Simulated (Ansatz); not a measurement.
## Energy ranking of TiSi₂ structures

All numbers below come from DFT r2SCAN, scalar-relativistic, plane waves, PAW in Ansatz 0.2.0. Settings: cutoff 500 eV, Γ-centred meshes no coarser than 0.19 Å⁻¹ for metals and 0.3 Å⁻¹ for insulators (2π included), Gaussian smearing.

All energies are static (0 K, no zero-point motion). The comparison covers the computed candidates alone. For metals, differences of a few meV/atom aren't resolved. No run is spin-polarised.

```csv
#,started from,space group,atoms,V (Å³/atom),ΔE (meV/atom),gap on mesh (eV)
1,database cell,Cmcm (No. 63),6,14.2,0,0.00
2,database cell,Fddd (No. 70),6,14.0,24,0.00
3,database cell,Immm (No. 71),3,13.9,201,0.00
4,cubic Laves (C15) type,Fd-3m (No. 227),6,13.5,435,0.00
```

The lowest structure: Space group Cmcm (No. 63), orthorhombic, a = 3.528 Å, b = 13.511 Å, c = 3.565 Å. Around Ti lie 10 Si at 2.58–2.81 Å (next Ti at 3.31 Å); Si on Wyckoff site c (2 atoms of the primitive cell) is coordinated by 2 Si at 2.38 Å, 4 Ti at 2.58 Å and 2 Ti at 2.81 Å (next Si at 3.13 Å); Si on Wyckoff site c (2 atoms of the primitive cell) has 4 Si at 2.51 Å and 4 Ti at 2.66 Å (next Si at 3.13 Å). Its energy against the elements is -0.55 eV/atom. Formation energies are uncorrected and refer to the lowest elemental structures computed at the same level.

```xyz
6
Lattice="1.7642 -6.7554 0.0000 1.7642 6.7554 0.0000 0.0000 0.0000 3.5646" Properties=species:S:1:pos:R:3 pbc="T T T"
Ti    1.7642   -5.3615    2.6734
Ti    1.7642    5.3615    0.8911
Si    1.7642   -0.7878    2.6734
Si    1.7642    0.7878    0.8911
Si    1.7642    3.3803    2.6734
Si    1.7642   -3.3803    0.8911
```

The second: Space group Fddd (No. 70), orthorhombic, a = 4.781 Å, b = 8.232 Å, c = 8.516 Å. Around Ti lie 4 Si at 2.55 Å, 6 Si at 2.74–2.78 Å and 4 Ti at 3.19 Å; Si is coordinated by 2 Si at 2.52 Å, 2 Ti at 2.55 Å, 3 Si at 2.68–2.79 Å, 3 Ti at 2.74–2.78 Å and 4 Si at 3.19 Å.